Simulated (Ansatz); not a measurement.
**Zinc-blende AlSb**

Level of theory: G0W0@PBE in Ansatz (hard PAW, contour deformation, complete-basis limit).

Numerical settings: largest k mesh 8×8×8 (not extrapolated in the mesh).

Cell: measured lattice: a = 6.136 Å, b = 6.136 Å, c = 6.136 Å, α = 90.00°, β = 90.00°, γ = 90.00°.

```json
{
  "band_gap": "1.79 eV"
}
```

Measured, for comparison: band gap 1.73 eV (zero-point renormalisation of 35 meV (experimental, the table's column) added back here, indirect; inputs from Miglio et al. (2020), arXiv:2011.12765).

Note: cell and atoms aren't relaxed at this level; the gap holds a correction of +0.12 eV to the complete basis.

Spin–orbit coupling is not included; with these elements it can move the gap by several tenths of an eV or more.

It cost very roughly 4 core-hours of CPU time.

Ansatz is a program for electronic structure.
